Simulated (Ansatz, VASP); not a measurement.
**One calculation of SrO, two programs**

```
Sr O
1.0
     4.27547    0.00000    0.00000
    -2.13773    3.70266    0.00000
     0.00000    0.00000    5.56804
Sr O
2 2
Direct
  0.33333 0.66667 0.93813
  0.66667 0.33333 0.43813
  0.33333 0.66667 0.43687
  0.66667 0.33333 0.93687
```

Change from the starting cell: strain +0.000 along x and y, +0.080 along z, atoms carried along.

Alike in both runs: task single point; functional LDA; k mesh 9 × 9 × 6; occupations gaussian, width 0.05 eV; no spin polarisation.

```csv
,VASP,Ansatz
version,VASP 6.6.1,Ansatz 0.2.0
potentials or method,"VASP PAW LDA potentials, release 64 (Sr_sv, O)","scalar-relativistic, plane waves, PAW"
plane-wave cutoff (eV),520,420
valence electrons in the cell,32,32
```

Ansatz gave:

| Item | Value |
| --- | --- |
| gap on the k mesh at the Fermi level (eV) | 2.25 |
| least direct gap on the mesh (eV) | 2.33 |
| pressure (GPa) | -8.1 |
| largest component of the traceless stress (GPa) | 2.83 |

Which values does VASP return?

gap on the k mesh at the Fermi level (eV): 2.25; least direct gap on the mesh (eV): 2.33; pressure (GPa): -7.7; largest component of the traceless stress (GPa): 3.03.

Caveats: an odd mesh through Γ misses points on the zone boundary, where band edges often lie.
